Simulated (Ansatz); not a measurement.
# A computed series for KF: thickness series

Take KF in the rock salt structure (space group Fm-3m, No. 225) as the base.

```
CELL_PARAMETERS angstrom
      0.00000     2.65916     2.65916
      2.65916     0.00000     2.65916
      2.65916     2.65916     0.00000
ATOMIC_POSITIONS crystal
  F  0.00000 0.00000 0.00000
  K  0.50000 0.50000 0.50000
```

Cartesian axes are those of the cell as printed.

Free-standing slabs (2 atom(s) a layer) normal to the z axis with 15 Å of vacuum; in-plane cell held at bulk.

The values are results of Ansatz (an electronic-structure program) r2SCAN, without spin-orbit coupling, not measurements.

Notes on the quantities. excess energy per area of both faces: slab less bulk energy over the cell's area: twice a surface energy; layer's space group: with vacuum.

```csv
variant,excess energy per area of both faces,band gap,layer's space group,thickness between the outermost nuclei
base,–,6.91 eV,–,–
1 layer,–,5.64 eV,P4/mmm (No. 123),–
2 layers,0.45 J/m²,5.91 eV,P4/nmm (No. 129),2.65 Å
3 layers,0.46 J/m²,6.03 eV,P4/mmm (No. 123),5.31 Å
4 layers,0.46 J/m²,[?],P4/nmm (No. 129),7.96 Å
5 layers,0.46 J/m²,6.06 eV,P4/mmm (No. 123),10.63 Å
6 layers,0.46 J/m²,6.06 eV,P4/nmm (No. 129),13.28 Å
7 layers,0.46 J/m²,6.07 eV,P4/mmm (No. 123),15.95 Å
```

Some entries are withheld; estimate them.


- 4 layers, band gap: 6.04 eV

Slab and bulk use different k-meshes, which limits the precision of the excess energy. No phonon test of stability was made.
